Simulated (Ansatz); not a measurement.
The system is PtS2.

```
Pt S
1.0
     3.54320    0.00000    0.00000
    -1.77160    3.06850    0.00000
     0.00000    0.00000    5.03880
Pt S
1 2
Direct
  0.00000 0.00000 0.00000
  0.66667 0.33333 0.77300
  0.33333 0.66667 0.22700
```

Base run:

- Program: Ansatz 0.2.0
- Functional: RPBE
- Potentials or basis: Ansatz PAW
- Cutoff: 420 eV (not typed: the program's choice for these potentials)
- k mesh: 9 × 9 × 5
- Occupations: fermi-dirac, width 0.05 eV
- Spin: no spin polarisation

Its results: band gap on the k mesh 1.07 eV, indirect (least direct gap 1.12 eV); pressure 14.3 GPa; largest force 1.325 eV/Å.

Task: After a change of settings the same cell gave: band gap on the k mesh 1.03 eV, indirect (least direct gap 1.11 eV); pressure 19.3 GPa; largest force 1.843 eV/Å. Which change was it?
A. functional from RPBE to PBEsol; occupations from fermi-dirac, width 0.05 eV to gaussian, width 0.02 eV
B. functional from RPBE to revPBE
C. functional from RPBE to PBEsol
D. functional from RPBE to BLYP

Result: D.

Caveats: spin-orbit coupling is left out, which moves the levels of the heavy elements; the PAW data sets come from PBE, with cores solved anew for the run's functional, which leaves a small shift of forces and pressure; forces of over 1 eV/Å show positions far from the minimum, so gaps and moduli don't describe the material at rest; so large a pressure means that the cell lies far from this level's equilibrium, or that cutoff or potentials fall short (some runs).
